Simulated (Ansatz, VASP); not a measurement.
# Two plane-wave programs on MgS

```
Mg S
1.0
     3.67929    0.00000    0.00000
     0.00000    5.20330    0.00000
     0.00000    0.00000   26.19822
Mg S
6 6
Direct
  0.50000 0.50000 0.32445
  0.00000 0.00000 0.39467
  0.50000 0.50000 0.46489
  0.00000 0.00000 0.53258
  0.50000 0.50000 0.61284
  0.00000 0.00000 0.66726
  0.50000 0.00000 0.32445
  0.00000 0.50000 0.39467
  0.50000 0.00000 0.46489
  0.00000 0.50000 0.53518
  0.50000 0.00000 0.60547
  0.00000 0.50000 0.67916
```

Alike in both runs: functional PBE; k mesh 7 × 5 × 1; occupations gaussian, width 0.05 eV; no spin polarisation.

Ansatz relaxed the structure, and its values are those at the end. VASP's run is a single point on that final structure, the one shown.

```csv
,VASP,Ansatz
version,VASP 6.6.1,Ansatz 0.2.0
potentials or method,"VASP PAW PBE potentials, release 64 (Mg, S)","scalar-relativistic, plane waves, PAW"
plane-wave cutoff (eV),520,420
valence electrons in the cell,48,96
```

|  | VASP | Ansatz | Ansatz less VASP |
| --- | --- | --- | --- |
| gap on the k mesh at the Fermi level (eV) | 1.26 | 1.28 | +0.018 |
| rms of the force components (eV/Å) | 0.234 | 0.233 | -0.0012 |

The two sets of potentials don't hold the same shells in valence.

A hybrid or GW would open this gap; PBE tends to underestimate it.
